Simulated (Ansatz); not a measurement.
Runs of Ansatz 0.2.0 on SnSe. It takes space group Fm-3m (No. 225, cubic). The conventional cell has a = 6.020 Å, b = 6.020 Å, c = 6.020 Å, α = 90.00°, β = 90.00°, γ = 90.00°. Sn (site symmetry m-3m) is surrounded by 6 Se at 3.01 Å. Around Se (site symmetry m-3m) lie 6 Sn at 3.01 Å. Measurements of this composition are mostly on another form, of space group No. 62.

| task | level | spin | cell | k mesh | smearing | points for each segment of the path | gap on the mesh (eV) | pressure (GPa) | relaxed volume (Å³/atom) |
| --- | --- | --- | --- | --- | --- | --- | --- | --- | --- |
| single point | PBE | off | as given | 8 × 8 × 8 | gaussian 0.025 eV | - | 0.58 | 0.9 | - |
| relaxation of cell and atoms | RPBE | off | relaxed | 8 × 8 × 8 | fermi-dirac 0.05 eV | - | - | 0.0 | 28.74 |
| single point | PBE | off | as given | 8 × 8 × 8 | gaussian 0.024 eV | - | 0.58 | 0.9 | - |
| single point | PBE | off | as given | 8 × 8 × 8 | gaussian 0.023 eV | - | 0.58 | 0.9 | - |
| relaxation of cell and atoms | PBEsol | off | relaxed | 8 × 8 × 8 | fermi-dirac 0.05 eV | - | 0.75 | 0.0 | (b) |
| single point | PBE | off | as given | 8 × 8 × 8 | gaussian 0.012 eV | - | 0.58 | 0.9 | - |
| relaxation of cell and atoms | revPBE | off | relaxed | 8 × 8 × 8 | fermi-dirac 0.05 eV | - | - | 0.0 | (a) |
| band structure | LDA | SOC, no magnetisation | as given | 6 × 6 × 6 | fermi-dirac 0.05 eV | 14 | - | -3.7 | - |

Alike in all rows: potentials or basis Ansatz PAW; cutoff (eV) 420.

Fill in the values left out.

(a) 28.46; (b) 26.27.

Caveats: spin-orbit coupling is left out, which moves the levels of the heavy elements (some runs); the PAW data sets come from PBE, with cores solved anew for the run's functional, which leaves a small shift of forces and pressure (some runs); the plane-wave basis is chosen anew once the cell has moved, so the energies of steps on either side of that aren't comparable (some runs).

A k mesh can miss the band edges, and rows without SOC leave out spin-orbit coupling on Se, Sn.
